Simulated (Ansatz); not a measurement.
# Sr17O15: course of a relaxation

Method: DFT PBE, scalar-relativistic, plane waves, PAW (Ansatz). (420 eV cutoff, 2×2×2 k-mesh, shifted by half a step, Gaussian smearing of 0.01 eV, no spin polarisation)

What was changed: Sr on a O site (Wyckoff letter a), charge -2, atoms relaxed at the host's cell.

In a supercell of 32 atoms the defect feels its periodic images.

Spin polarisation was left out.

Command:

```bash
ansatz run input.yaml --threads 4 --pin off --max-ram 6144MiB --backend cpu --events-out ev --progress --plain --runs-dir out
```

Input:

```yaml
crystal:
  lattice:
    - [5.194904041, -5.194904041, -5.194904041]
    - [-5.194904041, 5.194904041, -5.194904041]
    - [5.194904041, 5.194904041, 5.194904041]
  atoms:
    - { symbol: Sr, position: [0.7343190553, 0.25, 0.4843190553] }
    - { symbol: Sr, position: [0.7343190553, -0.0156809447, 0.75] }
    - { symbol: Sr, position: [0.5, 0.5, 0.5] }
    - { symbol: Sr, position: [0.75, 0.75, 0.0] }
    - { symbol: Sr, position: [0.5, 0.25, 0.75] }
    - { symbol: Sr, position: [0.75, 0.5, 0.25] }
    - { symbol: Sr, position: [0.5, 0.0, 0.0] }
    - { symbol: Sr, position: [0.25, 0.75, 0.5] }
    - { symbol: Sr, position: [0.2656809447, 0.5156809447, 0.75] }
    - { symbol: Sr, position: [0.5, 0.75, 0.25] }
    - { symbol: Sr, position: [0.0, -0.0156809447, 0.4843190553] }
    - { symbol: Sr, position: [0.2656809447, 0.25, 0.0156809447] }
    - { symbol: Sr, position: [0.25, 0.0, 0.25] }
    - { symbol: Sr, position: [0.0, 0.75, 0.75] }
    - { symbol: Sr, position: [0.0, 0.5156809447, 0.0156809447] }
    - { symbol: Sr, position: [0.0, 0.25, 0.25] }
    - { symbol: Sr, position: [0.0, 0.25, 0.75] }
    - { symbol: O, position: [0.0, -0.0050414212, 0.0050414212] }
    - { symbol: O, position: [0.7449585788, 0.5050414212, 0.75] }
    - { symbol: O, position: [0.0, 0.75, 0.25] }
    - { symbol: O, position: [0.7449585788, 0.25, 0.0050414212] }
    - { symbol: O, position: [0.0, 0.5050414212, 0.4949585788] }
    - { symbol: O, position: [0.7449585788, -0.0050414212, 0.2399171577] }
    - { symbol: O, position: [0.5, 0.75, 0.75] }
    - { symbol: O, position: [0.5100828423, 0.5050414212, 0.0050414212] }
    - { symbol: O, position: [0.7449585788, 0.7399171577, 0.4949585788] }
    - { symbol: O, position: [0.2550414212, -0.0050414212, 0.75] }
    - { symbol: O, position: [0.5, 0.25, 0.25] }
    - { symbol: O, position: [0.4899171577, -0.0050414212, 0.4949585788] }
    - { symbol: O, position: [0.2550414212, 0.7600828423, 0.0050414212] }
    - { symbol: O, position: [0.2550414212, 0.5050414212, 0.2600828423] }
    - { symbol: O, position: [0.2550414212, 0.25, 0.4949585788] }
  host:
    lattice:
      - [0.0, 2.5974520205, 2.5974520205]
      - [2.5974520205, 0.0, 2.5974520205]
      - [2.5974520205, 2.5974520205, 0.0]
    atoms:
      - { symbol: Sr, position: [0.5, 0.5, 0.5] }
      - { symbol: O, position: [0.0, 0.0, 0.0] }
total_charge: -2
basis:
  ecutwfc: 420
  xc_grid: 2
kpoints:
  mp_grid: { grid: [2, 2, 2], shift: [0.5, 0.5, 0.5] }
hamiltonian:
  xc: pbe
scf:
  occupations: { method: gaussian, width: 0.01 }
output:
  forces: true
  stress: false
  eigenvalues: true
  charged_corrections:
    defect_position: [0.0, 0.25, 0.75]
    epsilon: [[20.9683, 0.0, 0.0], [0.0, 20.9683, 0.0], [0.0, 0.0, 20.9683]]
  write_density: true
  write_potential: true
  elf: true
  volumetric_format: npy
relax:
  adjacent_minimum: "off"
  f_tol: 0.025
  max_steps: 45
```

F is the free energy.

At step 2 the energy rises: a step can overshoot before the optimiser corrects it.

Steps:

| step | F − F(1) (eV) | largest force component (eV/Å) |
| --- | --- | --- |
| 1 | 0.0000 | 0.566 |
| 2 | 0.2343 | 1.038 |
| 3 | -0.1126 | 0.069 |
| 4 | -0.1138 | 0.005 |

Relaxed structure:

```xyz
32
Lattice="5.1949 -5.1949 -5.1949 -5.1949 5.1949 -5.1949 5.1949 5.1949 5.1949" Properties=species:S:1:pos:R:3 pbc="T T T"
Sr    5.0748    0.0000   -2.5975
Sr    7.7924    0.0000    0.1201
Sr    2.5975    2.5975   -2.5975
Sr    0.0000    0.0000   -7.7924
Sr    5.1949    2.5975    0.0000
Sr    2.5975    0.0000   -5.1949
Sr    2.5975   -2.5975   -2.5975
Sr    0.0000    5.1949   -2.5975
Sr    2.5975    5.1949   -0.1201
Sr    0.0000    2.5975   -5.1949
Sr    2.5975    2.4774    2.5975
Sr    0.1201    0.0000   -2.5975
Sr    2.5975    0.0000    0.0000
Sr    0.0000    7.7924    0.0000
Sr   -2.5975    2.7175   -2.5975
Sr    0.0000    2.5975    0.0000
Sr    2.5975    5.1949    2.5975
O     0.0713    0.0000    0.0713
O     5.1236    2.6687   -2.5975
O    -2.5975    5.1949   -2.5975
O     2.5975   -2.5262   -5.1236
O    -0.0713    5.1949   -0.0713
O     5.1236   -2.6687   -2.5975
O     2.5975    5.1949   -2.5975
O     0.0713    0.0000   -5.2662
O     2.5975    2.5262   -5.1236
O     5.2662    2.5262    2.5975
O     2.5975    0.0000   -2.5975
O     5.1236    0.0000    0.0713
O    -2.5975    2.6687   -5.2662
O     0.0713    2.6687   -2.5975
O     2.5975    2.5262   -0.0713
```

The run converged. Time: 30 s on 4 threads of Arm Neoverse V1, on a shared host, peak memory 1.2 GiB.